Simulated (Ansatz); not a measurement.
# P: one atom moved over a plane

Aim: for P, map the energy of atom 1 (P) over a plane.

Computed with Ansatz 0.2.0 (DFT r2SCAN, scalar-relativistic, plane waves, PAW, unless a step's input says otherwise).

**1. The starting structure**

It takes space group R-3m (No. 166, trigonal). Conventional cell: a = 3.451 Å, b = 3.451 Å, c = 9.389 Å, α = 90.00°, β = 90.00°, γ = 120.00°. P (site symmetry 3m) is surrounded by 3 P at 2.29 Å.

Structure file:

```xyz
2
Lattice="1.7257 0.9963 3.1297 -1.7257 0.9963 3.1297 0.0000 -1.9927 3.1297" Properties=species:S:1:pos:R:3 pbc="T T T"
P     0.0000    0.0000    2.1321
P     0.0000    0.0000    7.2570
```

It goes back to an entry of the Materials Project, which need not be the stable form.

No relaxation comes first: the listed cell is the starting point.

**2. Zero of energy**

Reference values: F = -1518.1579 eV; pressure 0.63 GPa; largest force 0.081 eV/Å; gap on the mesh none (metal). It was computed beforehand with the settings of the runs below.

**3. Setting up one atom moved over a plane**

Atom 1 (P) is moved by p along (0.707, 0.707, 0.000) and q along (0.000, 0.000, 1.000) (Å), all else fixed; its images in the other cells move with it. Points alike by symmetry are run once.

**4. At p = -0.450, q = -0.450**

input.yaml reads:

```yaml
crystal:
  lattice:
    - [1.725725178, 0.9963478961, 3.1296800121]
    - [-1.725725178, 0.9963478961, 3.1296800121]
    - [0.0, -1.9926957921, 3.1296800121]
  atoms:
    - { symbol: P, position: [0.0337320647, 0.2181171891, 0.2856068287] }
    - { symbol: P, position: [0.77291975, 0.77291975, 0.77291975] }
basis:
  ecutwfc: 500
kpoints:
  mp_grid: { grid: [18, 18, 18] }
hamiltonian:
  xc: r2scan
scf:
  occupations: { method: gaussian, width: 0.15 }
output:
  forces: true
  stress: true
  eigenvalues: true
```

Launch:

```bash
ansatz run input.yaml --threads 1 --pin off --max-ram 2560MiB --backend cpu --events-out ev --progress --plain --runs-dir out
```

**5. Point p = -0.450, q = 0.000**

input.yaml: that of step 4 with these lines changed.

```diff
@@ -6,3 +6,3 @@
   atoms:
-    - { symbol: P, position: [0.0337320647, 0.2181171891, 0.2856068287] }
+    - { symbol: P, position: [0.0816602872, 0.2660454116, 0.3335350512] }
     - { symbol: P, position: [0.77291975, 0.77291975, 0.77291975] }
```

**6. p = -0.450, q = 0.450**

input.yaml: that of step 5 with these lines changed.

```diff
@@ -6,3 +6,3 @@
   atoms:
-    - { symbol: P, position: [0.0816602872, 0.2660454116, 0.3335350512] }
+    - { symbol: P, position: [0.1295885097, 0.3139736341, 0.3814632737] }
     - { symbol: P, position: [0.77291975, 0.77291975, 0.77291975] }
```

**7. Point p = 0.000, q = -0.450**

input.yaml: that of step 6 with these lines changed.

```diff
@@ -6,3 +6,3 @@
   atoms:
-    - { symbol: P, position: [0.1295885097, 0.3139736341, 0.3814632737] }
+    - { symbol: P, position: [0.1791520275, 0.1791520275, 0.1791520275] }
     - { symbol: P, position: [0.77291975, 0.77291975, 0.77291975] }
```

**8. p = 0.000, q = 0.450**

input.yaml: that of step 7 with these lines changed.

```diff
@@ -6,3 +6,3 @@
   atoms:
-    - { symbol: P, position: [0.1791520275, 0.1791520275, 0.1791520275] }
+    - { symbol: P, position: [0.2750084725, 0.2750084725, 0.2750084725] }
     - { symbol: P, position: [0.77291975, 0.77291975, 0.77291975] }
@@ -20 +20,5 @@
   eigenvalues: true
+  write_density: true
+  write_potential: true
+  elf: true
+  volumetric_format: npy
```

**9. Point p = 0.450, q = -0.450**

input.yaml: that of step 8 with these lines changed.

```diff
@@ -6,3 +6,3 @@
   atoms:
-    - { symbol: P, position: [0.2750084725, 0.2750084725, 0.2750084725] }
+    - { symbol: P, position: [0.3245719903, 0.1401868659, 0.0726972263] }
     - { symbol: P, position: [0.77291975, 0.77291975, 0.77291975] }
@@ -20,5 +20 @@
   eigenvalues: true
-  write_density: true
-  write_potential: true
-  elf: true
-  volumetric_format: npy
```

**10. p = 0.450, q = 0.000**

input.yaml: that of step 9 with these lines changed.

```diff
@@ -6,3 +6,3 @@
   atoms:
-    - { symbol: P, position: [0.3245719903, 0.1401868659, 0.0726972263] }
+    - { symbol: P, position: [0.3725002128, 0.1881150884, 0.1206254488] }
     - { symbol: P, position: [0.77291975, 0.77291975, 0.77291975] }
```

**11. Point p = 0.450, q = 0.450**

input.yaml: that of step 10 with these lines changed.

```diff
@@ -6,3 +6,3 @@
   atoms:
-    - { symbol: P, position: [0.3725002128, 0.1881150884, 0.1206254488] }
+    - { symbol: P, position: [0.4204284353, 0.2360433109, 0.1685536713] }
     - { symbol: P, position: [0.77291975, 0.77291975, 0.77291975] }
```

**12. p = -0.450, q = -0.225**

input.yaml: that of step 11 with these lines changed.

```diff
@@ -6,3 +6,3 @@
   atoms:
-    - { symbol: P, position: [0.4204284353, 0.2360433109, 0.1685536713] }
+    - { symbol: P, position: [0.057696176, 0.2420813003, 0.3095709399] }
     - { symbol: P, position: [0.77291975, 0.77291975, 0.77291975] }
```

(Steps that only read results are left out.)

**Question.** What will these runs give? Wanted: highest point; lowest point away from the origin.

**Answer**, as computed:

```
                         quantity                                      value
                    highest point  2.974 eV/cell at (p, q) = (0.450, -0.450)
lowest point away from the origin            0.309 eV/cell at (0.450, 0.450)
```

The undisturbed cell is the lowest computed point.
